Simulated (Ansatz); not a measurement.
# W(100) / 3 layers Mo(100) / W(100): resistance against film thickness

How does the resistance across the layers grow with the film in W(100) / 3 layers Mo(100) / W(100)?

Main program and level: Ansatz 0.2.0; Ansatz plane-wave DFT, PBE, PAW files; ballistic transport by layer matching (Landauer), zero bias; PAW set soft_1, in the first sound run; inputs show where later runs differ.

Most raw output is cut from this account.

## (1) Starting point

The cell holds 14 atoms: 11 W and 3 Mo. Cell: a = 3.165 Å, b = 3.165 Å, c = 22.074 Å, α = 90.0°, β = 90.0°, γ = 90.0°. It derives from W and Mo. Regions: lead, 11 atoms (11 W); films, 3 atoms (3 Mo). The structure is stacked along c, and the current runs across the ab planes.

## (2) With 3 layers

The film is laid into the lead at the lead's in-plane lattice, and the cell closes on the lead's own image. The mesh across the current, 24×24, is finer than the density's, because channels open and close sharply across the zone. Energies from -1 to 1 eV in steps of 0.036 eV cover the slope of the Fermi function at 300 K, so the program can form a conductance.

The input, input.yaml:

```yaml
crystal:
  lattice:
    - [3.1648, 0.0, 0.0]
    - [0.0, 3.1648, 0.0]
    - [0.0, 0.0, 22.0739496673]
  atoms:
    - { symbol: W, position: [0.0, 0.0, 0.035843155] }
    - { symbol: W, position: [0.5, 0.5, 0.1075294651] }
    - { symbol: W, position: [0.0, 0.0, 0.1792157751] }
    - { symbol: W, position: [0.5, 0.5, 0.2509020852] }
    - { symbol: W, position: [0.0, 0.0, 0.3225883953] }
    - { symbol: Mo, position: [0.5, 0.5, 0.3936733152] }
    - { symbol: Mo, position: [0.0, 0.0, 0.464156845] }
    - { symbol: Mo, position: [0.5, 0.5, 0.5346403748] }
    - { symbol: W, position: [0.0, 0.0, 0.6057252947] }
    - { symbol: W, position: [0.5, 0.5, 0.6774116047] }
    - { symbol: W, position: [0.0, 0.0, 0.7490979148] }
    - { symbol: W, position: [0.5, 0.5, 0.8207842249] }
    - { symbol: W, position: [0.0, 0.0, 0.8924705349] }
    - { symbol: W, position: [0.5, 0.5, 0.964156845] }
kpoints:
  mp_grid: { grid: [12, 12, 2] }
hamiltonian:
  xc: pbe
  pseudopotentials: { kind: paw, azcp: { folder: soft_1 } }
scf:
  occupations: { method: fermi_dirac, width: 0.1 }
output:
  transmission: { leads: [[0, 1]], kmesh: [24, 24], e_range: [-1.0, 1.0], de: 0.036 }
  write_potential: true
  write_density: true
  volumetric_format: npy
  elf: true
```

The run is started by

```
$ ansatz run input.yaml --threads 4 --pin off --max-ram 8192MiB --backend cpu --events-out ev --progress --plain --runs-dir out
```

Run time: 3.8 min. Hardware: 4 threads of Arm Neoverse V1, shared host; peak memory 1.4 GiB; 14 min of CPU time.

Numbers from this step:

| Quantity | Value |
| --- | --- |
| free energy | -129113.3645 eV |
| energy at zero smearing | -129113.2545 eV |
| Fermi energy | 22.17 eV |
| cell area | 10.02 Å² |
| step of the lead's potential | 1.5 meV |
| ballistic conductance of the lead | 9.52e14 S/m² |
| estimated errors of the lead's conductance | 0, 6.7, 1.7 % (band edges, k-mesh, distance from neutral) |
| lead conductance per cell | 1.231 G₀ |
| conductance of the junction | 8.31e14 S/m² |
| junction conductance per cell | 1.074 G₀ |
| estimated errors of the junction's conductance | 0.4, 0, 6.4, 0.5, 1.8 % (energy step, band edges, k-mesh, leads' steps, distance from neutral) |
| area resistance that the stack adds (contact term taken off, spin by spin) | 0.1537 fΩ m² |

Per spin. The transmission, zone mean by energy, zero at the Fermi level:

energy (eV), transmission, zone mean and a bar from the least value:
```
   -1.000       1.19 #####
   -0.892       1.17 ####
   -0.820       1.13 ###
   -0.712       1.14 ###
   -0.640       1.08 ##
   -0.532       1.04 
   -0.424       1.03 
   -0.352       1.05 #
   -0.244       1.07 #
   -0.136       1.06 #
   -0.064       1.03 
    0.008       1.07 #
    0.044       1.12 ###
    0.116       1.22 ######
    0.224       1.37 ##########
    0.332       1.49 ##############
    0.404       1.62 ##################
    0.512       1.68 ####################
    0.620       1.74 ######################
    0.692       1.88 ##########################
    0.800       1.95 ############################
    0.872       1.96 #############################
    0.980       2.00 ##############################
```

Per spin. Table of open channels, zone mean, lead by energy, zero at the Fermi level:

| energy (eV) | open channels, zone mean, lead |
| --- | --- |
| -1.000 | 1.31 |
| -0.892 | 1.27 |
| -0.820 | 1.25 |
| -0.712 | 1.29 |
| -0.640 | 1.23 |
| -0.532 | 1.19 |
| -0.424 | 1.15 |
| -0.352 | 1.15 |
| -0.244 | 1.20 |
| -0.136 | 1.21 |
| -0.064 | 1.17 |
| 0.008 | 1.25 |
| 0.044 | 1.27 |
| 0.116 | 1.35 |
| 0.224 | 1.53 |
| 0.332 | 1.69 |
| 0.404 | 1.82 |
| 0.512 | 1.85 |
| 0.620 | 1.98 |
| 0.692 | 2.13 |
| 0.800 | 2.15 |
| 0.872 | 2.17 |
| 0.980 | 2.27 |

Transmission over k1 and k2. At 0.0080 eV from the Fermi level.

Ten even steps from '_' (0.00) to '@' (3.96):
```
----______________::%%@@@@@@%%::______________--
..________________..::--**--::..________________
____________________::++++++::__________________
____________________====**====__________________
__________________::::**##**::::________________
________________::::==========::::______________
______________::::--==========--::::____________
____________::::::==============::::::__________
::::..____::::--======######======--::::____..::
@@%%::::==::========@@@@@@@@@@========::==::::%%
@@@@--++==**======##@@@@@@@@@@##======**==++--@@
@@@@**++**##======##@@@@@@@@@@##======##**++**@@
@@@@--++==**======##@@@@@@@@@@##======**==++--@@
@@%%::::==::========@@@@@@@@@@========::==::::%%
::::..____::::--======######======--::::____..::
____________::::::==============::::::__________
______________::::--==========--::::____________
________________::::==========::::______________
__________________::::**##**::::________________
____________________====**====__________________
____________________::++++++::__________________
..________________..::--**--::..________________
----______________::%%@@@@@@%%::______________--
==--..____________::@@@@@@@@@@::____________..--
```
Columns: k1 (b1) from -0.5 to 0.458; rows upwards: k2 (b2) from -0.5 to 0.458.

Open channels over k1 and k2. At 0.0080 eV from the Fermi level.

Values, 12 rows by 16 columns, each cell a mean:
```
1.83 0.83 0.00 0.00 0.00 0.00 1.50 3.17 3.83 2.83 0.67 0.00 0.00 0.00 0.17 1.17
0.00 0.00 0.00 0.00 0.00 0.00 0.50 1.83 2.33 1.67 0.00 0.00 0.00 0.00 0.00 0.00
0.00 0.00 0.00 0.00 0.00 0.33 1.17 2.17 3.17 1.83 0.83 0.17 0.00 0.00 0.00 0.00
0.00 0.00 0.00 0.00 0.67 1.00 2.00 2.00 2.00 2.00 1.67 1.00 0.33 0.00 0.00 0.00
2.83 1.50 0.67 1.00 1.67 2.00 2.33 3.67 4.00 3.33 2.00 2.00 1.33 1.00 0.67 2.00
4.00 3.67 2.17 3.50 2.00 2.00 4.00 4.00 4.00 4.00 3.33 2.00 2.67 3.00 2.50 3.83
4.00 2.67 1.67 2.00 2.00 2.00 3.33 4.00 4.00 4.00 2.67 2.00 2.00 2.00 1.67 3.33
0.83 0.50 0.00 0.33 1.17 1.50 2.00 2.67 3.00 2.33 1.83 1.50 0.83 0.17 0.17 0.50
0.00 0.00 0.00 0.00 0.17 0.83 1.67 2.00 2.00 2.00 1.33 0.67 0.00 0.00 0.00 0.00
0.00 0.00 0.00 0.00 0.00 0.00 0.83 2.17 3.50 1.83 0.33 0.00 0.00 0.00 0.00 0.00
0.83 0.17 0.00 0.00 0.00 0.00 0.67 2.00 2.83 1.50 0.33 0.00 0.00 0.00 0.00 0.33
2.00 1.67 0.00 0.00 0.00 0.00 2.33 4.00 4.00 4.00 1.00 0.00 0.00 0.00 0.50 1.83
```
Columns: k1 (b1) from -0.5 to 0.458; rows upwards: k2 (b2) from -0.5 to 0.458.

Electrostatic potential energy in the ca plane at fractional y = 0.000, with atoms of W and Mo within 0.2 Å of it. With pseudopotentials it is smooth inside the atoms' cores, unlike the true potential.

Ten even steps from '0' (-25 eV) to '9' (23 eV), each cell a mean:
```
20003899610004899510015998300027996100048995
62136999852137999742248999721269998521379998
98789999987789999987789999987899999877899999
99999999999999999999999999999999999999999999
99999999999999999999999999999999999999999999
85458999975468999865579999864589999754689999
40014899730015999620027998500038997300158997
10002799610003898400005998200017996100038985
```
Columns run along c (16.0 Å, from fractional 0.00 to 0.72 of the cell; values clipped at the 3rd and 97th percentile), rows up along a (3.2 Å). Atoms in or near the plane, at fractional coordinates: W at (0.04, 0.00), W at (0.18, 0.00), W at (0.32, 0.00), Mo at (0.46, 0.00), W at (0.61, 0.00).

ELF in the ca plane at fractional y = 0.000, with atoms of W and Mo within 0.2 Å of it. It is the smooth field of the valence electrons, not physical close to the nuclei.

Ten even steps from '0' (0.16) to '9' (0.70), each cell a mean:
```
68585032177583141286681230498960331775931411
26762255236752364146641452267632552367523541
20003555420013555410014554200024554200135554
64346544654356545653355434542355445543565456
42124555541135555531135444420134445411355555
12221465312212465212212553122213553122124652
49884153169882253278871341399951441698822531
66066031174083030282281120595870221740840311
```
Columns run along c (16.0 Å, from fractional 0.00 to 0.72 of the cell), rows up along a (3.2 Å). Atoms in or near the plane, at fractional coordinates: W at (0.04, 0.00), W at (0.18, 0.00), W at (0.32, 0.00), Mo at (0.46, 0.00), W at (0.61, 0.00).

Valence density in the ca plane at fractional y = 0.000, with atoms of W and Mo within 0.2 Å of it. It is the smooth field of the valence electrons, not physical close to the nuclei.

Ten even steps from '0' (0.2 e/Å³) to '9' (7.0 e/Å³), each cell a mean:
```
26762000037751000147740000169720000377510000
02320000012310000013310000023200000123100000
00000000000000000000000000000000000000000000
00000000000000000000000000000000000000000000
00000000000000000000000000000000000000000000
00100000000100000001100000001000000001000000
14641000025630000035520000146510000256300000
37772000047761000157750000279830000477610000
```
Columns run along c (16.0 Å, from fractional 0.00 to 0.72 of the cell), rows up along a (3.2 Å). Atoms in or near the plane, at fractional coordinates: W at (0.04, 0.00), W at (0.18, 0.00), W at (0.32, 0.00), Mo at (0.46, 0.00), W at (0.61, 0.00).

The lead's potential steps by 1.5 meV from period to period, small in itself. The program estimates the junction's conductance to 6.4 % from the k-mesh, 1.8 % from the leads' distance from neutral and 0.5 % from their steps.

By hand: 1/G − 1/G_lead = 1/0.8309 − 1/0.9522 = 0.153 fΩ m² with G in 10¹⁵ S/m².

## (3) With 5 layers, k-mesh 12×12×1, film layers 5

The stack now holds 5 film layers; the k-mesh follows the cell, and the energies span -0.27 to 0.27 eV.

System of this step: W(100) / 5 layers Mo(100) / W(100). The cell holds 16 atoms: 11 W and 5 Mo. Cell: a = 3.165 Å, b = 3.165 Å, c = 25.186 Å, α = 90.0°, β = 90.0°, γ = 90.0°. It derives from W and Mo. Regions: lead, 11 atoms (11 W); films, 5 atoms (5 Mo). The structure is stacked along c, and the current runs across the ab planes.

The input, input.yaml:

```yaml
crystal:
  lattice:
    - [3.1648, 0.0, 0.0]
    - [0.0, 3.1648, 0.0]
    - [0.0, 0.0, 25.1856494454]
  atoms:
    - { symbol: W, position: [0.0, 0.0, 0.031414715] }
    - { symbol: W, position: [0.5, 0.5, 0.0942441451] }
    - { symbol: W, position: [0.0, 0.0, 0.1570735751] }
    - { symbol: W, position: [0.5, 0.5, 0.2199030052] }
    - { symbol: W, position: [0.0, 0.0, 0.2827324352] }
    - { symbol: Mo, position: [0.5, 0.5, 0.3450347772] }
    - { symbol: Mo, position: [0.0, 0.0, 0.4068100311] }
    - { symbol: Mo, position: [0.5, 0.5, 0.468585285] }
    - { symbol: Mo, position: [0.0, 0.0, 0.5303605389] }
    - { symbol: Mo, position: [0.5, 0.5, 0.5921357928] }
    - { symbol: W, position: [0.0, 0.0, 0.6544381347] }
    - { symbol: W, position: [0.5, 0.5, 0.7172675648] }
    - { symbol: W, position: [0.0, 0.0, 0.7800969948] }
    - { symbol: W, position: [0.5, 0.5, 0.8429264249] }
    - { symbol: W, position: [0.0, 0.0, 0.9057558549] }
    - { symbol: W, position: [0.5, 0.5, 0.968585285] }
kpoints:
  mp_grid: { grid: [12, 12, 1] }
hamiltonian:
  xc: pbe
  pseudopotentials: { kind: paw, azcp: { folder: soft_1 } }
scf:
  occupations: { method: fermi_dirac, width: 0.1 }
output:
  transmission:
    leads: [[0, 1]]
    kmesh: [24, 24]
    e_range: [-0.27, 0.27]
    de: 0.036
  write_potential: true
  write_density: true
  volumetric_format: npy
```

Run time: 1.7 min. Hardware: 4 threads; peak memory 1.3 GiB.

Numbers from this step:

```
free energy                                                                : -139025.4749 eV
energy at zero smearing                                                    : -139025.3388 eV
Fermi energy                                                               : 22.04 eV
step of the lead's potential                                               : 1.3 meV
ballistic conductance of the lead                                          : 9.46e14 S/m²
estimated errors of the lead's conductance                                 : 0, 6.7, 2.5 % (band edges, k-mesh, distance from neutral)
lead conductance per cell                                                  : 1.222 G₀
conductance of the junction                                                : 8.24e14 S/m²
junction conductance per cell                                              : 1.065 G₀
estimated errors of the junction's conductance                             : 0, 0.1, 6.3, 0.4, 2.3 % (energy step, band edges, k-mesh, leads' steps, distance from neutral)
area resistance that the stack adds (contact term taken off, spin by spin) : 0.1567 fΩ m²
```

Per spin. The transmission, zone mean by energy, zero at the Fermi level:

| energy (eV) | transmission, zone mean |
| --- | --- |
| -0.270 | 1.07 |
| -0.234 | 1.08 |
| -0.198 | 1.08 |
| -0.162 | 1.07 |
| -0.126 | 1.06 |
| -0.090 | 1.03 |
| -0.054 | 1.03 |
| -0.018 | 1.04 |
| 0.018 | 1.07 |
| 0.054 | 1.11 |
| 0.090 | 1.15 |
| 0.126 | 1.21 |
| 0.162 | 1.26 |
| 0.198 | 1.28 |
| 0.234 | 1.35 |
| 0.270 | 1.40 |

The conductance of the junction is 8.2e14 S/m², 0.84 % under the 8.3e14 S/m² of the last finished run, within the error estimates, leads' steps apart, of 6.4 and 6.3 %.

## (4) With 6 layers, k-mesh 12×12×1, film layers 6

The stack now holds 6 film layers; the k-mesh follows the cell, and the energies span -0.27 to 0.27 eV.

System of this step: W(100) / 6 layers Mo(100) / W(100). The cell holds 16 atoms: 10 W and 6 Mo. Its edges and angles: a = 3.165 Å, b = 3.165 Å, c = 25.159 Å, α = 90.0°, β = 90.0°, γ = 90.0°. It derives from W and Mo. Regions: lead, 10 atoms (10 W); films, 6 atoms (6 Mo). The structure is stacked along c, and the current runs across the ab planes.

input.yaml, the sections that differ from step 3:

```yaml
crystal:
  lattice:
    - [3.1648, 0.0, 0.0]
    - [0.0, 3.1648, 0.0]
    - [0.0, 0.0, 25.1590993345]
  atoms:
    - { symbol: W, position: [0.0, 0.0, 0.0314478666] }
    - { symbol: W, position: [0.5, 0.5, 0.0943435998] }
    - { symbol: W, position: [0.0, 0.0, 0.1572393331] }
    - { symbol: W, position: [0.5, 0.5, 0.2201350663] }
    - { symbol: W, position: [0.0, 0.0, 0.2830307995] }
    - { symbol: Mo, position: [0.5, 0.5, 0.3453988884] }
    - { symbol: Mo, position: [0.0, 0.0, 0.4072393331] }
    - { symbol: Mo, position: [0.5, 0.5, 0.4690797777] }
    - { symbol: Mo, position: [0.0, 0.0, 0.5309202223] }
    - { symbol: Mo, position: [0.5, 0.5, 0.5927606669] }
    - { symbol: Mo, position: [0.0, 0.0, 0.6546011116] }
    - { symbol: W, position: [0.5, 0.5, 0.7169692005] }
    - { symbol: W, position: [0.0, 0.0, 0.7798649337] }
    - { symbol: W, position: [0.5, 0.5, 0.8427606669] }
    - { symbol: W, position: [0.0, 0.0, 0.9056564002] }
    - { symbol: W, position: [0.5, 0.5, 0.9685521334] }
# kpoints, hamiltonian, scf, output: as in step 3
```

Run time: 1.7 min. Hardware: 4 threads; peak memory 1.3 GiB.

This step gave:

```yaml
free_energy: -133595.6120 eV
energy_at_zero_smearing: -133595.4742 eV
fermi_energy: 21.96 eV
step_of_the_lead_s_potential: 1.8 meV
ballistic_conductance_of_the_lead: 9.45e14 S/m²
conductance_of_the_junction: 8.42e14 S/m²
junction_conductance_per_cell: 1.089 G₀
estimated_errors_of_the_junction_s_conductance: 0.1, 0.2, 6.3, 0.6, 2.1 % (energy step, band edges, k-mesh, leads' steps, distance from neutral)
area_resistance_that_the_stack_adds_contact_term_taken_off_spin_by_spin: 0.1302 fΩ m²
```

Per spin. The transmission, zone mean by energy, zero at the Fermi level:

| energy (eV) | transmission, zone mean |
| --- | --- |
| -0.270 | 1.09 |
| -0.234 | 1.11 |
| -0.198 | 1.10 |
| -0.162 | 1.09 |
| -0.126 | 1.08 |
| -0.090 | 1.07 |
| -0.054 | 1.05 |
| -0.018 | 1.07 |
| 0.018 | 1.09 |
| 0.054 | 1.13 |
| 0.090 | 1.16 |
| 0.126 | 1.23 |
| 0.162 | 1.28 |
| 0.198 | 1.32 |
| 0.234 | 1.37 |
| 0.270 | 1.44 |

The conductance of the junction is 8.4e14 S/m², 2.2 % over the 8.2e14 S/m² of the last finished run, within the error estimates, leads' steps apart, of 6.3 and 6.3 %.

## (5) With 8 layers, k-mesh 12×12×1, film layers 8

The stack now holds 8 film layers; the k-mesh follows the cell, and the energies span -0.27 to 0.27 eV.

System of this step: W(100) / 8 layers Mo(100) / W(100). The cell holds 18 atoms: 10 W and 8 Mo. Cell: a = 3.165 Å, b = 3.165 Å, c = 28.271 Å, α = 90.0°, β = 90.0°, γ = 90.0°. It derives from W and Mo. Regions: lead, 10 atoms (10 W); films, 8 atoms (8 Mo). The structure is stacked along c, and the current runs across the ab planes.

input.yaml, the sections that differ from step 4:

```yaml
crystal:
  lattice:
    - [3.1648, 0.0, 0.0]
    - [0.0, 3.1648, 0.0]
    - [0.0, 0.0, 28.2707991127]
  atoms:
    - { symbol: W, position: [0.0, 0.0, 0.0279864746] }
    - { symbol: W, position: [0.5, 0.5, 0.0839594237] }
    - { symbol: W, position: [0.0, 0.0, 0.1399323728] }
    - { symbol: W, position: [0.5, 0.5, 0.1959053219] }
    - { symbol: W, position: [0.0, 0.0, 0.251878271] }
    - { symbol: Mo, position: [0.5, 0.5, 0.3073816524] }
    - { symbol: Mo, position: [0.0, 0.0, 0.362415466] }
    - { symbol: Mo, position: [0.5, 0.5, 0.4174492796] }
    - { symbol: Mo, position: [0.0, 0.0, 0.4724830932] }
    - { symbol: Mo, position: [0.5, 0.5, 0.5275169068] }
    - { symbol: Mo, position: [0.0, 0.0, 0.5825507204] }
    - { symbol: Mo, position: [0.5, 0.5, 0.637584534] }
    - { symbol: Mo, position: [0.0, 0.0, 0.6926183476] }
    - { symbol: W, position: [0.5, 0.5, 0.748121729] }
    - { symbol: W, position: [0.0, 0.0, 0.8040946781] }
    - { symbol: W, position: [0.5, 0.5, 0.8600676272] }
    - { symbol: W, position: [0.0, 0.0, 0.9160405763] }
    - { symbol: W, position: [0.5, 0.5, 0.9720135254] }
# kpoints, hamiltonian, scf, output: as in step 4
```

Wall time 2 min (4 threads); peak memory 1.6 GiB.

This step gave:

| Item | Value |
| --- | --- |
| free energy | -143507.7443 eV |
| energy at zero smearing | -143507.5793 eV |
| Fermi energy | 21.87 eV |
| step of the lead's potential | 2.4 meV |
| ballistic conductance of the lead | 9.43e14 S/m² |
| estimated errors of the lead's conductance | 0, 6.7, 2.7 % (band edges, k-mesh, distance from neutral) |
| lead conductance per cell | 1.219 G₀ |
| conductance of the junction | 8.70e14 S/m² |
| junction conductance per cell | 1.125 G₀ |
| estimated errors of the junction's conductance | 0.1, 0.1, 6.4, 0.8, 2.2 % (energy step, band edges, k-mesh, leads' steps, distance from neutral) |
| area resistance that the stack adds (contact term taken off, spin by spin) | 0.08917 fΩ m² |

Per spin. Table of transmission, zone mean by energy, zero at the Fermi level:

| energy (eV) | transmission, zone mean |
| --- | --- |
| -0.270 | 1.10 |
| -0.234 | 1.12 |
| -0.198 | 1.11 |
| -0.162 | 1.13 |
| -0.126 | 1.12 |
| -0.090 | 1.10 |
| -0.054 | 1.08 |
| -0.018 | 1.09 |
| 0.018 | 1.13 |
| 0.054 | 1.16 |
| 0.090 | 1.19 |
| 0.126 | 1.25 |
| 0.162 | 1.29 |
| 0.198 | 1.32 |
| 0.234 | 1.38 |
| 0.270 | 1.45 |

The conductance of the junction is 8.7e14 S/m², 3.3 % over the 8.4e14 S/m² of the last finished run, within the error estimates, leads' steps apart, of 6.3 and 6.4 %.

[end of part 1 of 2]

[Logs are printed without paths, hosts, clocks, repeated set-up lines and the standing remarks that a program may print on its own settings, such as how far it seeks lower states.]

[Hosts, paths, dates, database ids (printed as entryN), source tags and the programs' standing remarks are cut or masked in the printed files.]
